**Why do sixteen bonds in 4H diamond give four different spreads?**

I computed localised Wannier functions for the filled bands of 4H diamond, the stacking variant with eight carbon atoms in a hexagonal cell. In the table, function a, function b and function c are the centre of each function in fractions of the cell edges. Function spread is the mean square distance of its charge from that centre.

Wannier functions of the filled bands of 4H diamond, from GPAW 26.7.0 with r2SCAN, PAW data sets (gpaw-data 1.2.1), an 800 eV plane-wave cutoff and a 12×12×4 k mesh, at the given geometry. ASE localised them on a 5×5×4 k mesh, starting from orbitals, with the "var" functional, which penalises unequal spreads.

| row | function a (fractional) | function b (fractional) | function c (fractional) | function spread (angstrom^2) |
| --- | --- | --- | --- | --- |
| 1 | 0.167 | 0.333 | 0.125 | 0.799 |
| 2 | 0.000 | 0.000 | 1.000 | 0.804 |
| 3 | 1.000 | 1.000 | 0.500 | 0.804 |
| 4 | 0.333 | 0.167 | 0.875 | 0.798 |
| 5 | 0.332 | 0.668 | 0.250 | 0.819 |
| 6 | 0.668 | 0.332 | 0.750 | 0.819 |
| 7 | 0.167 | 0.333 | 0.375 | 0.798 |
| 8 | 0.833 | 0.166 | 0.875 | 0.779 |
| 9 | 0.833 | 0.167 | 0.625 | 0.779 |
| 10 | 0.166 | 0.833 | 0.375 | 0.779 |
| 11 | 0.833 | 0.667 | 0.625 | 0.799 |
| 12 | 0.166 | 0.833 | 0.125 | 0.779 |
| 13 | 0.333 | 0.167 | 0.625 | 0.798 |
| 14 | 0.667 | 0.834 | 0.375 | 0.799 |
| 15 | 0.833 | 0.666 | 0.875 | 0.799 |
| 16 | 0.666 | 0.833 | 0.125 | 0.798 |

All the C–C bonds have practically the same length, so I thought the functions would be nearly identical. Instead the spreads fall into groups, and rows 5 and 6 sit at 0.332 and 0.668 where I would expect exact thirds. Are there really several kinds of bond here?

**Answer**

Start with the centres, because they tell you what each function is. Eight carbon atoms bring 32 valence electrons, which fill 16 bands, and eight four-coordinate atoms share 16 bonds. Each function is therefore one two-electron σ bond. Such a bond between two carbon atoms has hardly any polarity, so its charge should be centred halfway between them.

That can be checked without fitting anything. In the ideal structure one atom sits at (0, 0, 3/32) and a neighbour in the same puckered layer at (1/3, 2/3, 5/32). Half the sum is (1/6, 1/3, 1/8), or (0.167, 0.333, 0.125), which is row 1. The same construction gives the centres to within one unit in the last printed digit, except for a slightly larger sideways shift in rows 5 and 6.

For the layer bonds this is a real result. Each joins two inequivalent atoms: one has a staggered bond along c, the other an eclipsed one. Symmetry would allow the charge to lean towards either end, yet any lean is no more than about one unit in the last printed digit.

Now sort the spreads by bond. Rows 2, 3, 5 and 6 are the bonds along c, and the other twelve lie within the puckered layers. Those twelve are equivalent by the symmetry of the crystal, so functions that keep this symmetry must have equal spreads. The table gives about 0.779 Å² for four of them and 0.798 Å² for the other eight, and this gap of 0.02 Å² can't be chemistry.

The clue is direction. Rows 8, 9, 10 and 12, the low ones, all run along the same in-plane diagonal of the cell, a₁ − a₂. A threefold rotation of the crystal turns this direction into those of the other layer bonds, so the localisation or the evaluation of the spread must have lost that rotation.

A likely way to lose it lies in how spreads are obtained on a finite mesh. The Wannier program, ASE, averages a phase factor exp(i**b**·**r**) over the function; call the average z. For a short vector **b**, both 1 − |z|² and −ln |z|² are proportional to the variance of the charge along **b**. One recipe for a 120° cell combines the in-plane vectors b₁, b₂ and b₁ + b₂, and the last, longer one enters with a negative weight.

For small phases the combination is exact. For larger ones either quantity can depart from the true variance, most of all along the longest vector. A threefold rotation doesn't turn this set of vectors into itself, so equivalent bonds in different directions can pick up different errors. The low bonds are just the ones that lie at right angles to b₁ + b₂.

I tried this with a Gaussian charge cloud, somewhat longer along the bond than across it. If the spread is read from 1 − |z|², and with assumed elongations, the four bonds come out lower by one to two hundredths of an Å². I don't count this match as support. To my knowledge ASE takes the logarithm instead, and then a Gaussian gives no split at all; the split would have to come from charge that isn't Gaussian, or from functions that the localisation itself has made unequal. The model also places the bonds along c below the eight higher layer bonds, whereas the table has them above, an error about as large as the split itself. So the link with direction is firm, but how the error arises in detail stays open. The printed output after this answer has the details.

The sideways shift in rows 5 and 6 looks related. Their centres should lie on a threefold axis but miss it by about 0.006 Å, again along a₁ − a₂. Rows 2 and 3 sit at inversion centres, where a shift one way would be matched by an equal shift the other way, so they stay put. The shift in rows 5 and 6 needn't mean that the charge is lopsided. To my knowledge ASE reads a centre from the phases of z along b₁ and b₂. Around an eclipsed bond the neighbouring bonds at both ends point the same three ways, and tails towards them would change these two phases in opposite senses. The apparent centre would then move along a₁ − a₂, in the sense that the table shows, even if the charge kept its threefold symmetry. I haven't computed the size of this effect, so it remains a likely cause, not a proven one.

One difference may be chemical. The eclipsed bonds (rows 5 and 6) have spreads 0.015 Å² larger than the staggered ones (rows 2 and 3), about 2%. All four are parallel, so the comparison is fairer than one between directions. In an eclipsed bond the neighbouring bonds at the two ends face each other, and the function may need larger tails to stay orthogonal to them.

Still, 0.015 Å² is less than the false gap between equivalent bonds, and the structure was not relaxed. The localisation also penalised unequal spreads, which may mute real differences. I would repeat the calculation with a denser Wannier mesh before believing it. As a rule, look first at how much symmetry-equivalent functions disagree, and treat any smaller difference between bonds as provisional.

The analysis program printed:

```
Centres against ideal bond midpoints:
  row  midpoint a  midpoint b  midpoint c  distance in angstrom
    1      0.1667      0.3333       0.125              0.001456
    2           0           0           1                     0
    3           1           1         0.5                     0
    4      0.3333      0.1667       0.875              0.001456
    5      0.3333      0.6667        0.25              0.005824
    6      0.6667      0.3333        0.75              0.005824
    7      0.1667      0.3333       0.375              0.001456
    8      0.8333      0.1667       0.875              0.001456
    9      0.8333      0.1667       0.625              0.001456
   10      0.1667      0.8333       0.375              0.001456
   11      0.8333      0.6667       0.625              0.001456
   12      0.1667      0.8333       0.125              0.001456
   13      0.3333      0.1667       0.625              0.001456
   14      0.6667      0.8333       0.375              0.001456
   15      0.8333      0.6667       0.875              0.001456
   16      0.6667      0.8333       0.125              0.001456
Largest distance from midpoint, all but eclipsed bonds (angstrom): 0.001456
Mean distance from midpoint, eclipsed bonds (angstrom): 0.005824
Largest in-plane distance that rounding alone can give (angstrom): 0.002184
Largest distance along c that rounding alone can give (angstrom): 0.004118
Mean spread, staggered bonds along c (angstrom^2): 0.804
Mean spread, eclipsed bonds along c (angstrom^2): 0.819
Mean spread, four low layer bonds (angstrom^2): 0.779
Mean spread, eight other layer bonds (angstrom^2): 0.7985
False split of layer bonds, low less others (angstrom^2): -0.0195
Eclipsed less staggered (angstrom^2): 0.015
Eclipsed less staggered (percent of staggered): 1.866
Gaussian estimate of the layer split, assumed extra variance 0.1 (angstrom^2): -0.01878
Same with half the extra variance, small-phase formula (angstrom^2): -0.01148
Gaussian estimate, bonds along c less eight layer bonds (angstrom^2): -0.01283
Table, staggered bonds along c less eight layer bonds (angstrom^2): 0.0055
```
